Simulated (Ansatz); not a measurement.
# TaN: eigenvalues along the path

```
Ta N
1.0
     5.19600    0.00000    0.00000
    -2.59800    4.49987    0.00000
     0.00000    0.00000    2.91100
Ta N
3 3
Direct
  0.33333 0.66667 0.50000
  0.66667 0.33333 0.50000
  0.00000 0.00000 0.00000
  0.39285 0.00000 0.00000
  0.60715 0.60715 0.00000
  0.00000 0.39285 0.00000
```

Atoms are numbered in the order listed.

The cell is COD entry 2106407, as deposited and not checked against the literature; nothing was relaxed.

No spin–orbit coupling, which matters for the heavy atoms here.

The calculation used Ansatz 0.2.0, DFT, PBE, all-electron LAPW, scalar-relativistic.

Numerical set-up: a Γ-centred 6×6×9 k mesh, Fermi–Dirac smearing of 0.01 eV, basis error target 1 meV/atom, no spin polarisation.

Path points, in fractions of the reciprocal vectors: Γ (0.000, 0.000, 0.000), M (0.500, 0.000, 0.000), K (0.333, 0.333, 0.000), A (0.000, 0.000, 0.500), L (0.500, 0.000, 0.500), H (0.333, 0.333, 0.500). Levels in eV from the Fermi level; bands 61 to 86, counted from the lowest band of the run. The gap is zero.

```
# k(1/Å) point b61 b62 b63 b64 b65 b66 b67 b68 b69 b70 b71 b72 b73 b74 b75 b76 b77 b78 b79 b80 b81 b82 b83 b84 b85 b86
0.000 Γ -20.50 -20.50 -20.44 -18.28 -15.60 -15.60 -9.34 -6.53 -6.53 -6.45 -5.72 -5.72 -4.99 -4.99 -4.24 -3.32 -1.88 -0.89 -0.89 0.63 0.63 1.86 1.94 1.94 2.56 3.22
0.050 - -20.50 -20.50 -20.44 -18.27 -15.61 -15.60 -9.33 -6.67 -6.53 -6.34 -5.72 -5.72 -5.01 -4.98 -4.21 -3.33 -1.95 -0.90 -0.81 0.64 0.64 1.68 1.94 2.13 2.59 3.21
0.100 - -20.50 -20.50 -20.44 -18.25 -15.63 -15.60 -9.31 -6.86 -6.51 -6.24 -5.73 -5.71 -5.04 -4.96 -4.13 -3.37 -2.11 -0.93 -0.61 0.67 0.69 1.49 1.96 2.35 2.67 3.20
0.150 - -20.50 -20.50 -20.44 -18.21 -15.68 -15.61 -9.27 -7.05 -6.48 -6.20 -5.73 -5.70 -5.05 -4.91 -4.03 -3.43 -2.30 -0.97 -0.35 0.72 0.77 1.32 1.98 2.58 2.80 3.18
0.199 - -20.50 -20.50 -20.44 -18.15 -15.74 -15.62 -9.21 -7.25 -6.46 -6.21 -5.73 -5.68 -5.02 -4.86 -3.92 -3.52 -2.50 -1.04 -0.07 0.79 0.88 1.19 2.02 2.79 2.97 3.15
0.249 - -20.50 -20.50 -20.44 -18.08 -15.81 -15.63 -9.15 -7.44 -6.46 -6.25 -5.74 -5.65 -4.95 -4.78 -3.83 -3.62 -2.68 -1.13 0.21 0.87 1.01 1.11 2.05 2.99 3.10 3.19
0.299 - -20.50 -20.50 -20.44 -17.99 -15.90 -15.65 -9.07 -7.62 -6.55 -6.23 -5.75 -5.61 -4.86 -4.70 -3.76 -3.74 -2.84 -1.26 0.46 0.97 1.12 1.17 2.09 3.05 3.16 3.43
0.349 - -20.50 -20.50 -20.44 -17.90 -16.00 -15.67 -8.99 -7.78 -6.70 -6.16 -5.75 -5.57 -4.76 -4.60 -3.86 -3.72 -2.96 -1.41 0.63 1.09 1.25 1.35 2.13 2.99 3.30 3.63
0.399 - -20.50 -20.50 -20.44 -17.79 -16.11 -15.68 -8.91 -7.91 -6.87 -6.08 -5.76 -5.51 -4.67 -4.48 -3.99 -3.72 -3.03 -1.58 0.73 1.21 1.48 1.54 2.16 2.91 3.40 3.74
0.449 - -20.50 -20.50 -20.44 -17.68 -16.22 -15.70 -8.84 -8.01 -7.04 -5.98 -5.77 -5.46 -4.61 -4.35 -4.13 -3.76 -3.05 -1.77 0.81 1.34 1.74 1.75 2.18 2.83 3.43 3.84
0.499 - -20.50 -20.50 -20.44 -17.55 -16.34 -15.72 -8.78 -8.07 -7.22 -5.88 -5.77 -5.39 -4.58 -4.26 -4.22 -3.80 -3.03 -1.96 0.90 1.47 1.95 2.01 2.17 2.74 3.41 3.88
0.549 - -20.50 -20.50 -20.44 -17.43 -16.47 -15.73 -8.74 -8.08 -7.39 -5.79 -5.78 -5.32 -4.59 -4.38 -4.09 -3.83 -3.00 -2.16 1.00 1.60 2.12 2.14 2.25 2.64 3.37 3.82
0.598 - -20.50 -20.50 -20.44 -17.31 -16.58 -15.74 -8.72 -8.05 -7.54 -5.78 -5.70 -5.26 -4.62 -4.48 -3.98 -3.85 -2.94 -2.35 1.10 1.72 2.06 2.31 2.42 2.55 3.36 3.74
0.648 - -20.50 -20.50 -20.44 -17.22 -16.68 -15.75 -8.71 -7.98 -7.68 -5.79 -5.64 -5.21 -4.65 -4.56 -3.90 -3.85 -2.87 -2.51 1.19 1.81 1.98 2.42 2.47 2.53 3.41 3.64
0.698 M -20.50 -20.50 -20.44 -17.17 -16.72 -15.75 -8.71 -7.93 -7.75 -5.79 -5.62 -5.19 -4.67 -4.58 -3.87 -3.85 -2.81 -2.60 1.22 1.85 1.95 2.44 2.46 2.56 3.47 3.57
0.727 - -20.50 -20.50 -20.44 -17.17 -16.72 -15.75 -8.71 -7.93 -7.75 -5.79 -5.62 -5.19 -4.67 -4.59 -3.88 -3.85 -2.81 -2.60 1.22 1.85 1.95 2.45 2.47 2.54 3.47 3.59
0.756 - -20.50 -20.50 -20.44 -17.17 -16.72 -15.76 -8.70 -7.94 -7.76 -5.78 -5.61 -5.18 -4.67 -4.59 -3.89 -3.84 -2.81 -2.59 1.22 1.86 1.95 2.45 2.47 2.47 3.45 3.66
0.785 - -20.50 -20.50 -20.44 -17.16 -16.72 -15.77 -8.69 -7.95 -7.78 -5.78 -5.60 -5.18 -4.67 -4.61 -3.90 -3.83 -2.80 -2.58 1.22 1.87 1.94 2.37 2.47 2.49 3.42 3.76
0.813 - -20.50 -20.50 -20.44 -17.15 -16.72 -15.79 -8.67 -7.96 -7.80 -5.77 -5.58 -5.18 -4.67 -4.62 -3.92 -3.82 -2.79 -2.56 1.22 1.89 1.94 2.26 2.49 2.50 3.38 3.86
0.842 - -20.50 -20.50 -20.44 -17.13 -16.72 -15.80 -8.65 -7.98 -7.83 -5.76 -5.55 -5.18 -4.67 -4.65 -3.94 -3.81 -2.78 -2.54 1.22 1.91 1.93 2.15 2.51 2.53 3.33 3.98
0.871 - -20.50 -20.50 -20.44 -17.12 -16.72 -15.82 -8.62 -8.00 -7.86 -5.75 -5.52 -5.17 -4.68 -4.67 -3.96 -3.79 -2.76 -2.52 1.22 1.93 1.93 2.04 2.54 2.55 3.28 4.09
0.900 - -20.50 -20.50 -20.44 -17.09 -16.72 -15.85 -8.59 -8.02 -7.90 -5.74 -5.48 -5.16 -4.70 -4.70 -3.98 -3.77 -2.74 -2.50 1.22 1.91 1.93 1.96 2.57 2.58 3.23 4.18
0.928 - -20.50 -20.50 -20.44 -17.07 -16.72 -15.87 -8.55 -8.04 -7.94 -5.73 -5.44 -5.15 -4.73 -4.72 -3.99 -3.76 -2.72 -2.49 1.22 1.84 1.90 1.98 2.60 2.61 3.17 4.16
0.957 - -20.50 -20.50 -20.44 -17.04 -16.73 -15.89 -8.51 -8.07 -7.98 -5.72 -5.39 -5.13 -4.77 -4.75 -4.00 -3.74 -2.70 -2.48 1.23 1.77 1.88 2.01 2.63 2.64 3.12 4.14
0.986 - -20.50 -20.50 -20.44 -17.01 -16.75 -15.91 -8.46 -8.10 -8.02 -5.71 -5.33 -5.11 -4.81 -4.80 -4.01 -3.72 -2.68 -2.48 1.23 1.71 1.86 2.03 2.66 2.67 3.07 4.13
1.015 - -20.50 -20.50 -20.44 -16.98 -16.76 -15.93 -8.41 -8.13 -8.06 -5.71 -5.27 -5.09 -4.85 -4.85 -4.01 -3.71 -2.65 -2.48 1.23 1.68 1.83 2.05 2.69 2.70 3.03 4.14
1.044 - -20.50 -20.50 -20.44 -16.94 -16.79 -15.94 -8.35 -8.17 -8.10 -5.70 -5.20 -5.06 -4.91 -4.89 -4.01 -3.70 -2.63 -2.50 1.24 1.67 1.80 2.07 2.71 2.72 3.00 4.15
1.072 - -20.50 -20.50 -20.44 -16.90 -16.82 -15.95 -8.29 -8.21 -8.13 -5.70 -5.13 -5.02 -4.98 -4.94 -4.01 -3.69 -2.59 -2.52 1.24 1.68 1.76 2.08 2.73 2.73 2.99 4.19
1.101 K -20.50 -20.50 -20.44 -16.86 -16.86 -15.95 -8.24 -8.24 -8.15 -5.70 -5.06 -5.06 -4.98 -4.98 -4.01 -3.69 -2.56 -2.56 1.24 1.72 1.72 2.09 2.73 2.73 2.98 4.24
1.159 - -20.50 -20.50 -20.44 -16.96 -16.77 -15.94 -8.32 -8.24 -8.05 -5.70 -5.22 -5.07 -4.90 -4.88 -4.01 -3.70 -2.65 -2.47 1.24 1.61 1.85 2.07 2.70 2.73 3.00 4.12
1.216 - -20.50 -20.50 -20.44 -17.08 -16.67 -15.91 -8.41 -8.27 -7.89 -5.71 -5.38 -5.16 -4.76 -4.73 -4.04 -3.75 -2.74 -2.36 1.23 1.49 2.00 2.06 2.60 2.74 3.07 4.03
1.274 - -20.50 -20.50 -20.44 -17.22 -16.56 -15.88 -8.50 -8.27 -7.70 -5.72 -5.55 -5.24 -4.63 -4.55 -4.10 -3.83 -2.83 -2.23 1.22 1.37 1.88 2.30 2.44 2.76 3.17 3.96
1.332 - -20.50 -20.50 -20.44 -17.36 -16.45 -15.83 -8.60 -8.24 -7.50 -5.73 -5.71 -5.33 -4.48 -4.39 -4.18 -3.93 -2.91 -2.07 1.20 1.25 1.74 2.24 2.52 2.80 3.27 3.89
1.389 - -20.50 -20.50 -20.44 -17.51 -16.33 -15.79 -8.69 -8.17 -7.29 -5.87 -5.73 -5.40 -4.33 -4.31 -4.28 -3.99 -2.96 -1.90 1.14 1.16 1.58 2.01 2.65 2.85 3.36 3.77
1.447 - -20.50 -20.50 -20.44 -17.65 -16.21 -15.75 -8.79 -8.07 -7.07 -6.01 -5.74 -5.47 -4.39 -4.38 -4.17 -3.93 -2.99 -1.72 1.06 1.08 1.41 1.77 2.59 2.91 3.40 3.76
1.504 - -20.50 -20.50 -20.44 -17.78 -16.09 -15.71 -8.90 -7.94 -6.85 -6.13 -5.74 -5.53 -4.53 -4.50 -4.01 -3.82 -2.99 -1.54 0.93 1.01 1.25 1.54 2.43 2.97 3.37 3.68
1.562 - -20.50 -20.50 -20.44 -17.90 -15.98 -15.68 -8.99 -7.78 -6.64 -6.24 -5.74 -5.58 -4.69 -4.62 -3.86 -3.77 -2.93 -1.37 0.72 0.99 1.09 1.32 2.27 3.03 3.27 3.59
1.619 - -20.50 -20.50 -20.44 -18.01 -15.87 -15.65 -9.09 -7.59 -6.45 -6.33 -5.74 -5.63 -4.84 -4.72 -3.79 -3.71 -2.80 -1.21 0.43 0.96 1.02 1.12 2.14 3.08 3.12 3.37
1.677 - -20.50 -20.50 -20.44 -18.11 -15.78 -15.63 -9.17 -7.37 -6.40 -6.29 -5.74 -5.66 -4.96 -4.81 -3.87 -3.58 -2.61 -1.09 0.11 0.84 0.95 1.11 2.06 2.91 3.10 3.13
1.735 - -20.50 -20.50 -20.44 -18.18 -15.70 -15.62 -9.24 -7.15 -6.46 -6.21 -5.73 -5.69 -5.03 -4.89 -3.98 -3.47 -2.39 -1.00 -0.22 0.75 0.81 1.25 2.00 2.68 2.87 3.17
1.792 - -20.50 -20.50 -20.44 -18.24 -15.64 -15.60 -9.30 -6.92 -6.50 -6.22 -5.73 -5.71 -5.04 -4.95 -4.10 -3.39 -2.17 -0.94 -0.53 0.68 0.71 1.43 1.97 2.42 2.70 3.20
1.850 - -20.50 -20.50 -20.44 -18.27 -15.61 -15.60 -9.33 -6.70 -6.52 -6.32 -5.73 -5.72 -5.01 -4.98 -4.20 -3.34 -1.97 -0.90 -0.79 0.64 0.65 1.65 1.95 2.16 2.60 3.21
1.907 Γ -20.50 -20.50 -20.44 -18.28 -15.60 -15.60 -9.34 -6.53 -6.53 -6.45 -5.72 -5.72 -4.99 -4.99 -4.24 -3.32 -1.88 -0.89 -0.89 0.63 0.63 1.86 1.94 1.94 2.56 3.22
1.984 - -20.50 -20.50 -20.44 -18.25 -15.60 -15.60 -9.30 -6.55 -6.55 -6.42 -5.74 -5.74 -4.99 -4.99 -4.32 -3.27 -1.81 -0.97 -0.97 0.72 0.72 1.88 1.96 1.96 2.59 3.20
2.062 - -20.50 -20.50 -20.45 -18.18 -15.62 -15.62 -9.17 -6.62 -6.62 -6.36 -5.78 -5.78 -5.00 -5.00 -4.55 -3.13 -1.62 -1.15 -1.15 0.95 0.95 1.94 1.99 1.99 2.66 3.18
2.139 - -20.50 -20.50 -20.45 -18.07 -15.65 -15.65 -8.96 -6.74 -6.74 -6.27 -5.81 -5.81 -5.05 -5.05 -4.85 -2.89 -1.35 -1.35 -1.34 1.20 1.20 2.00 2.00 2.05 2.78 3.24
2.216 - -20.50 -20.50 -20.45 -17.91 -15.70 -15.70 -8.68 -6.89 -6.89 -6.21 -5.84 -5.84 -5.16 -5.12 -5.12 -2.58 -1.52 -1.52 -1.00 1.41 1.41 1.98 1.98 2.19 2.93 3.39
2.293 - -20.49 -20.49 -20.46 -17.72 -15.75 -15.75 -8.33 -7.05 -7.05 -6.29 -5.88 -5.88 -5.32 -5.20 -5.20 -2.18 -1.67 -1.67 -0.59 1.50 1.50 2.01 2.01 2.37 3.12 3.59
2.370 - -20.49 -20.49 -20.46 -17.50 -15.81 -15.81 -7.94 -7.22 -7.22 -6.59 -5.99 -5.99 -5.28 -5.22 -5.22 -1.81 -1.81 -1.70 -0.12 1.49 1.49 2.10 2.10 2.58 3.34 3.71
2.447 - -20.49 -20.49 -20.47 -17.26 -15.87 -15.87 -7.51 -7.38 -7.38 -6.99 -6.17 -6.17 -5.17 -5.17 -5.13 -1.95 -1.95 -1.17 0.42 1.48 1.48 2.20 2.20 2.83 3.58 3.71
2.524 - -20.48 -20.48 -20.47 -17.01 -15.94 -15.94 -7.51 -7.51 -7.42 -7.07 -6.38 -6.38 -5.08 -5.08 -4.95 -2.11 -2.11 -0.59 1.02 1.51 1.51 2.26 2.26 3.10 3.62 3.62
2.601 - -20.48 -20.48 -20.48 -16.76 -16.00 -16.00 -7.84 -7.62 -7.62 -6.63 -6.60 -6.60 -4.95 -4.95 -4.77 -2.27 -2.27 0.01 1.58 1.58 1.68 2.28 2.28 3.38 3.50 3.50
2.678 - -20.48 -20.48 -20.48 -16.53 -16.06 -16.06 -8.21 -7.71 -7.71 -6.80 -6.80 -6.22 -4.82 -4.82 -4.62 -2.43 -2.43 0.61 1.68 1.68 2.26 2.26 2.39 3.39 3.39 3.65
2.755 - -20.48 -20.48 -20.48 -16.32 -16.11 -16.11 -8.53 -7.77 -7.77 -6.97 -6.97 -5.86 -4.69 -4.69 -4.49 -2.59 -2.59 1.15 1.80 1.80 2.23 2.23 3.12 3.31 3.31 3.91
2.832 - -20.49 -20.48 -20.48 -16.16 -16.15 -16.15 -8.78 -7.81 -7.81 -7.09 -7.09 -5.59 -4.57 -4.57 -4.39 -2.72 -2.72 1.59 1.89 1.89 2.22 2.22 3.27 3.27 3.83 3.90
2.910 - -20.49 -20.48 -20.48 -16.17 -16.17 -16.05 -8.93 -7.84 -7.84 -7.17 -7.17 -5.41 -4.49 -4.49 -4.34 -2.81 -2.81 1.89 1.94 1.94 2.23 2.23 3.28 3.28 3.71 3.71
2.987 A -20.49 -20.47 -20.47 -16.18 -16.18 -16.02 -8.99 -7.84 -7.84 -7.20 -7.20 -5.35 -4.46 -4.46 -4.32 -2.84 -2.84 1.95 1.95 1.99 2.24 2.24 3.31 3.31 3.62 3.62
3.036 - -20.49 -20.47 -20.47 -16.19 -16.18 -16.01 -8.98 -7.85 -7.84 -7.20 -7.20 -5.36 -4.48 -4.46 -4.32 -2.85 -2.83 1.75 1.93 2.15 2.22 2.23 3.29 3.31 3.64 3.66
3.086 - -20.49 -20.47 -20.47 -16.20 -16.17 -16.00 -8.98 -7.85 -7.83 -7.21 -7.18 -5.39 -4.51 -4.45 -4.32 -2.86 -2.81 1.50 1.90 2.16 2.21 2.30 3.25 3.33 3.72 3.76
3.136 - -20.49 -20.47 -20.47 -16.22 -16.16 -15.98 -8.97 -7.86 -7.82 -7.22 -7.16 -5.43 -4.57 -4.45 -4.31 -2.89 -2.78 1.24 1.83 2.07 2.19 2.41 3.20 3.37 3.83 3.92
3.186 - -20.49 -20.47 -20.47 -16.24 -16.15 -15.95 -8.95 -7.86 -7.80 -7.24 -7.13 -5.49 -4.65 -4.47 -4.28 -2.92 -2.73 0.97 1.73 1.97 2.19 2.50 3.14 3.45 3.96 4.11
3.236 - -20.49 -20.47 -20.47 -16.26 -16.14 -15.92 -8.93 -7.87 -7.78 -7.26 -7.10 -5.56 -4.74 -4.51 -4.23 -2.96 -2.67 0.70 1.60 1.87 2.22 2.59 3.09 3.53 4.12 4.33
3.286 - -20.49 -20.48 -20.48 -16.29 -16.12 -15.89 -8.90 -7.87 -7.75 -7.28 -7.06 -5.64 -4.84 -4.55 -4.18 -3.01 -2.60 0.44 1.45 1.77 2.28 2.68 3.06 3.62 4.30 4.37
3.336 - -20.49 -20.48 -20.48 -16.31 -16.11 -15.86 -8.87 -7.87 -7.72 -7.32 -7.03 -5.74 -4.95 -4.59 -4.13 -3.05 -2.51 0.18 1.29 1.68 2.37 2.77 3.05 3.70 4.36 4.49
3.386 - -20.49 -20.48 -20.48 -16.34 -16.10 -15.83 -8.82 -7.86 -7.69 -7.36 -7.00 -5.84 -5.05 -4.62 -4.09 -3.10 -2.42 -0.06 1.13 1.60 2.50 2.87 3.07 3.77 4.34 4.68
3.435 - -20.49 -20.48 -20.48 -16.36 -16.08 -15.80 -8.77 -7.84 -7.66 -7.41 -6.97 -5.94 -5.15 -4.65 -4.05 -3.14 -2.32 -0.28 0.98 1.54 2.65 2.97 3.11 3.81 4.32 4.86
3.485 - -20.49 -20.48 -20.48 -16.38 -16.07 -15.78 -8.72 -7.82 -7.63 -7.47 -6.95 -6.04 -5.24 -4.66 -4.03 -3.17 -2.21 -0.48 0.83 1.49 2.82 3.07 3.17 3.82 4.31 5.01
3.535 - -20.49 -20.48 -20.48 -16.39 -16.07 -15.76 -8.67 -7.80 -7.61 -7.52 -6.93 -6.13 -5.32 -4.68 -4.01 -3.19 -2.11 -0.65 0.71 1.45 3.00 3.15 3.24 3.80 4.30 5.07
3.585 - -20.49 -20.48 -20.48 -16.40 -16.06 -15.74 -8.63 -7.79 -7.59 -7.57 -6.91 -6.19 -5.37 -4.69 -4.00 -3.21 -2.02 -0.79 0.62 1.43 3.17 3.22 3.32 3.77 4.29 4.98
3.635 - -20.49 -20.48 -20.48 -16.41 -16.06 -15.73 -8.60 -7.77 -7.60 -7.58 -6.90 -6.24 -5.41 -4.69 -4.00 -3.22 -1.96 -0.89 0.56 1.41 3.27 3.30 3.38 3.74 4.28 4.87
3.685 L -20.49 -20.48 -20.48 -16.41 -16.05 -15.73 -8.59 -7.77 -7.61 -7.58 -6.90 -6.25 -5.42 -4.69 -3.99 -3.22 -1.93 -0.92 0.54 1.41 3.29 3.35 3.40 3.72 4.28 4.83
3.714 - -20.49 -20.48 -20.48 -16.41 -16.05 -15.73 -8.58 -7.76 -7.61 -7.57 -6.90 -6.25 -5.45 -4.67 -3.99 -3.22 -1.93 -0.94 0.57 1.42 3.28 3.34 3.39 3.73 4.28 4.81
3.742 - -20.49 -20.48 -20.48 -16.42 -16.05 -15.73 -8.58 -7.75 -7.62 -7.57 -6.90 -6.26 -5.52 -4.62 -3.99 -3.21 -1.92 -1.01 0.64 1.44 3.26 3.33 3.37 3.74 4.27 4.76
3.771 - -20.49 -20.48 -20.48 -16.42 -16.03 -15.73 -8.56 -7.73 -7.64 -7.55 -6.91 -6.28 -5.62 -4.54 -3.99 -3.19 -1.90 -1.11 0.76 1.49 3.23 3.31 3.34 3.76 4.26 4.68
3.800 - -20.49 -20.48 -20.48 -16.43 -16.02 -15.74 -8.54 -7.71 -7.66 -7.54 -6.91 -6.29 -5.73 -4.46 -3.99 -3.17 -1.88 -1.23 0.90 1.55 3.19 3.28 3.30 3.78 4.24 4.60
3.829 - -20.49 -20.48 -20.48 -16.44 -16.00 -15.74 -8.52 -7.68 -7.68 -7.52 -6.91 -6.32 -5.86 -4.39 -3.99 -3.14 -1.86 -1.36 1.05 1.62 3.14 3.24 3.24 3.81 4.22 4.50
3.858 - -20.49 -20.48 -20.48 -16.45 -15.99 -15.75 -8.49 -7.71 -7.64 -7.49 -6.92 -6.34 -5.99 -4.31 -3.99 -3.10 -1.83 -1.50 1.22 1.71 3.09 3.18 3.19 3.84 4.20 4.40
3.886 - -20.49 -20.48 -20.48 -16.46 -15.97 -15.76 -8.45 -7.75 -7.59 -7.47 -6.92 -6.37 -6.12 -4.24 -3.99 -3.06 -1.81 -1.64 1.39 1.81 3.04 3.11 3.14 3.87 4.18 4.29
3.915 - -20.49 -20.48 -20.48 -16.47 -15.95 -15.77 -8.42 -7.79 -7.54 -7.44 -6.92 -6.40 -6.25 -4.18 -3.98 -3.00 -1.78 -1.78 1.56 1.93 2.98 3.03 3.09 3.90 4.16 4.19
3.944 - -20.49 -20.48 -20.48 -16.48 -15.93 -15.78 -8.37 -7.83 -7.49 -7.41 -6.92 -6.43 -6.37 -4.13 -3.98 -2.94 -1.92 -1.76 1.74 2.05 2.92 2.95 3.02 3.93 4.09 4.14
3.973 - -20.49 -20.48 -20.48 -16.48 -15.91 -15.79 -8.32 -7.88 -7.43 -7.37 -6.93 -6.49 -6.46 -4.09 -3.99 -2.87 -2.05 -1.73 1.91 2.19 2.85 2.86 2.96 3.96 3.99 4.13
4.001 - -20.49 -20.48 -20.48 -16.49 -15.89 -15.80 -8.27 -7.93 -7.37 -7.34 -6.93 -6.60 -6.49 -4.06 -3.99 -2.80 -2.18 -1.71 2.08 2.32 2.77 2.78 2.89 3.90 3.98 4.11
4.030 - -20.49 -20.48 -20.48 -16.49 -15.87 -15.81 -8.22 -7.99 -7.32 -7.32 -6.93 -6.69 -6.51 -4.03 -3.99 -2.71 -2.30 -1.70 2.24 2.45 2.69 2.72 2.81 3.83 4.01 4.09
4.059 - -20.49 -20.48 -20.48 -16.49 -15.85 -15.82 -8.16 -8.05 -7.29 -7.29 -6.93 -6.75 -6.53 -4.01 -4.00 -2.62 -2.41 -1.69 2.40 2.57 2.61 2.65 2.74 3.78 4.03 4.07
4.088 H -20.49 -20.48 -20.48 -16.50 -15.84 -15.84 -8.11 -8.11 -7.28 -7.28 -6.93 -6.78 -6.53 -4.00 -4.00 -2.52 -2.52 -1.69 2.53 2.53 2.59 2.66 2.66 3.76 4.05 4.05
4.145 - -20.49 -20.48 -20.48 -16.49 -15.87 -15.81 -8.22 -7.98 -7.36 -7.28 -6.93 -6.70 -6.51 -4.02 -4.00 -2.71 -2.31 -1.70 2.40 2.43 2.51 2.74 2.83 3.85 4.01 4.09
4.203 - -20.49 -20.48 -20.48 -16.48 -15.90 -15.80 -8.34 -7.86 -7.48 -7.31 -6.93 -6.52 -6.44 -4.04 -4.02 -2.86 -2.11 -1.69 2.29 2.29 2.36 2.68 3.05 3.96 4.08 4.12
4.261 - -20.49 -20.48 -20.48 -16.47 -15.93 -15.79 -8.46 -7.74 -7.60 -7.37 -6.93 -6.34 -6.31 -4.07 -4.05 -2.97 -2.03 -1.57 2.15 2.22 2.22 2.56 3.23 3.91 4.14 4.38
4.318 - -20.49 -20.48 -20.48 -16.44 -15.97 -15.79 -8.56 -7.70 -7.63 -7.44 -6.94 -6.22 -6.07 -4.10 -4.10 -3.05 -2.08 -1.32 2.03 2.10 2.18 2.44 3.36 3.84 4.17 4.66
4.376 - -20.49 -20.48 -20.48 -16.42 -16.00 -15.80 -8.66 -7.78 -7.53 -7.51 -6.96 -6.09 -5.83 -4.14 -4.14 -3.09 -2.18 -1.01 1.93 2.01 2.17 2.32 3.43 3.76 4.22 4.86
4.433 - -20.49 -20.48 -20.48 -16.39 -16.03 -15.82 -8.74 -7.83 -7.58 -7.45 -6.98 -5.96 -5.59 -4.19 -4.18 -3.10 -2.30 -0.67 1.85 1.94 2.18 2.23 3.45 3.68 4.26 4.90
4.491 - -20.49 -20.48 -20.48 -16.36 -16.06 -15.85 -8.81 -7.86 -7.64 -7.38 -7.00 -5.84 -5.36 -4.23 -4.23 -3.08 -2.41 -0.32 1.79 1.90 2.16 2.22 3.45 3.58 4.31 4.78
4.548 - -20.49 -20.48 -20.48 -16.32 -16.09 -15.87 -8.86 -7.87 -7.70 -7.32 -7.04 -5.72 -5.14 -4.27 -4.27 -3.04 -2.52 0.04 1.77 1.90 2.12 2.28 3.43 3.48 4.35 4.57
4.606 - -20.49 -20.48 -20.47 -16.29 -16.12 -15.90 -8.91 -7.87 -7.74 -7.28 -7.07 -5.62 -4.94 -4.32 -4.30 -3.00 -2.62 0.40 1.77 1.93 2.11 2.34 3.38 3.39 4.33 4.37
4.664 - -20.49 -20.47 -20.47 -16.26 -16.14 -15.94 -8.94 -7.87 -7.78 -7.25 -7.11 -5.53 -4.77 -4.36 -4.31 -2.95 -2.70 0.76 1.80 1.98 2.12 2.39 3.30 3.36 4.11 4.21
4.721 - -20.49 -20.47 -20.47 -16.23 -16.16 -15.97 -8.96 -7.86 -7.81 -7.23 -7.15 -5.46 -4.63 -4.40 -4.32 -2.90 -2.76 1.10 1.84 2.06 2.15 2.40 3.25 3.34 3.91 3.99
4.779 - -20.49 -20.47 -20.47 -16.20 -16.17 -15.99 -8.98 -7.85 -7.83 -7.21 -7.18 -5.40 -4.54 -4.43 -4.33 -2.87 -2.80 1.42 1.89 2.14 2.19 2.33 3.26 3.32 3.75 3.80
4.836 - -20.49 -20.47 -20.47 -16.19 -16.18 -16.01 -8.98 -7.85 -7.84 -7.20 -7.20 -5.37 -4.48 -4.46 -4.32 -2.85 -2.83 1.71 1.93 2.18 2.21 2.23 3.29 3.31 3.65 3.67
4.894 A -20.49 -20.47 -20.47 -16.18 -16.18 -16.02 -8.99 -7.84 -7.84 -7.20 -7.20 -5.35 -4.46 -4.46 -4.32 -2.84 -2.84 1.95 1.95 1.99 2.24 2.24 3.31 3.31 3.62 3.62
```
